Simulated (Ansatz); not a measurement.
Geometry optimisation in Ansatz: input, command and trajectory.

```yaml
crystal:
  lattice:
    - [0.0, 4.4995885807, 4.4995885807]
    - [4.4995885807, 0.0, 4.4995885807]
    - [4.4995885807, 4.4995885807, 0.0]
  atoms:
    - { symbol: Hf, position: [0.0, 0.0, 0.0] }
    - { symbol: Hf, position: [-0.0071470604, -0.0071470604, 0.5071470604] }
    - { symbol: Hf, position: [-0.0071470604, 0.5071470604, -0.0071470604] }
    - { symbol: Hf, position: [-0.0071470604, 0.5071470604, 0.5071470604] }
    - { symbol: Hf, position: [0.5071470604, -0.0071470604, -0.0071470604] }
    - { symbol: Hf, position: [0.5071470604, -0.0071470604, 0.5071470604] }
    - { symbol: Hf, position: [0.5071470604, 0.5071470604, -0.0071470604] }
    - { symbol: Hf, position: [0.5, 0.5, 0.5] }
    - { symbol: H, position: [0.25, 0.25, 0.25] }
basis:
  ecutwfc: 420
kpoints:
  mp_grid: { grid: [6, 6, 6] }
hamiltonian:
  xc: pbe
scf:
  occupations: { method: gaussian, width: 0.1 }
output:
  forces: true
  stress: true
  eigenvalues: true
relax:
  adjacent_minimum: "off"
  f_tol: 0.025
  max_steps: 70
  cell: { stress_tol: 0.12 }
```

```bash
ansatz run input.yaml --threads 2 --pin off --max-ram 5120MiB --backend cpu --events-out ev --progress --plain --runs-dir out
```

These are results of DFT PBE, scalar-relativistic, plane waves, PAW in Ansatz 0.2.0, not measurements.

Of 4 frames 4 are shown, positions in Å and forces in eV/Å; the SCF threshold varies from step to step. Steps run on the plane waves of an earlier cell, with a Pulay correction in the pressure. The basis is chosen afresh for the last frame, the zero of the energies, and can be on the way; energy and pressure step there, also at an unchanged geometry. The mark taken_back stands on steps that the optimiser undid.

```xyz
9
Lattice="0.0000 4.4996 4.4996 4.4996 0.0000 4.4996 4.4996 4.4996 0.0000" Properties=species:S:1:pos:R:3:forces:R:3 pbc="T T T" step=1 free_energy_over_end_meV_per_atom=1.74 pressure_GPa=-0.30
Hf    0.0000    0.0000    0.0000    0.0000    0.0000    0.0000
Hf    2.2498    2.2498   -0.0643    0.0000    0.0000    0.1940
Hf    2.2498   -0.0643    2.2498    0.0000    0.1940    0.0000
Hf    4.5639    2.2498    2.2498   -0.1940    0.0000    0.0000
Hf   -0.0643    2.2498    2.2498    0.1940    0.0000    0.0000
Hf    2.2498    4.5639    2.2498    0.0000   -0.1940    0.0000
Hf    2.2498    2.2498    4.5639    0.0000    0.0000   -0.1940
Hf    4.4996    4.4996    4.4996    0.0000    0.0000    0.0000
H     2.2498    2.2498    2.2498    0.0000    0.0000    0.0000
9
Lattice="0.0000 4.5019 4.5019 4.5019 0.0000 4.5019 4.5019 4.5019 0.0000" Properties=species:S:1:pos:R:3:forces:R:3 pbc="T T T" step=2 free_energy_over_end_meV_per_atom=2.75 pressure_GPa=-0.55 taken_back
Hf    0.0000    0.0000    0.0000    0.0000    0.0000    0.0000
Hf    2.2510    2.2510   -0.0065    0.0000    0.0000   -0.2200
Hf    2.2510   -0.0065    2.2510    0.0000   -0.2200    0.0000
Hf    4.5084    2.2510    2.2510    0.2200    0.0000    0.0000
Hf   -0.0065    2.2510    2.2510   -0.2200    0.0000    0.0000
Hf    2.2510    4.5084    2.2510    0.0000    0.2200    0.0000
Hf    2.2510    2.2510    4.5084    0.0000    0.0000    0.2200
Hf    4.5019    4.5019    4.5019    0.0000    0.0000    0.0000
H     2.2510    2.2510    2.2510    0.0000    0.0000    0.0000
9
Lattice="0.0000 4.4930 4.4930 4.4930 0.0000 4.4930 4.4930 4.4930 0.0000" Properties=species:S:1:pos:R:3:forces:R:3 pbc="T T T" step=3 free_energy_over_end_meV_per_atom=-0.03 pressure_GPa=0.01
Hf    0.0000    0.0000    0.0000    0.0000    0.0000    0.0000
Hf    2.2465    2.2465   -0.0369    0.0000    0.0000   -0.0170
Hf    2.2465   -0.0369    2.2465    0.0000   -0.0170    0.0000
Hf    4.5298    2.2465    2.2465    0.0170    0.0000    0.0000
Hf   -0.0369    2.2465    2.2465   -0.0170    0.0000    0.0000
Hf    2.2465    4.5298    2.2465    0.0000    0.0170    0.0000
Hf    2.2465    2.2465    4.5298    0.0000    0.0000    0.0170
Hf    4.4930    4.4930    4.4930    0.0000    0.0000    0.0000
H     2.2465    2.2465    2.2465    0.0000    0.0000    0.0000
9
Lattice="0.0000 4.4930 4.4930 4.4930 0.0000 4.4930 4.4930 4.4930 0.0000" Properties=species:S:1:pos:R:3:forces:R:3 pbc="T T T" step=4 free_energy_over_end_meV_per_atom=0.00 pressure_GPa=0.01
Hf    0.0000    0.0000    0.0000    0.0000    0.0000    0.0000
Hf    2.2465    2.2465   -0.0369    0.0000    0.0000   -0.0170
Hf    2.2465   -0.0369    2.2465    0.0000   -0.0170    0.0000
Hf    4.5298    2.2465    2.2465    0.0170    0.0000    0.0000
Hf   -0.0369    2.2465    2.2465   -0.0170    0.0000    0.0000
Hf    2.2465    4.5298    2.2465    0.0000    0.0170    0.0000
Hf    2.2465    2.2465    4.5298    0.0000    0.0000    0.0170
Hf    4.4930    4.4930    4.4930    0.0000    0.0000    0.0000
H     2.2465    2.2465    2.2465    0.0000    0.0000    0.0000
```

The run took 47 s on 2 threads of Arm Neoverse V2, with other jobs on the host, peak memory 0.72 GiB.

Spin–orbit coupling is left out, which can shift energies with elements as heavy as these.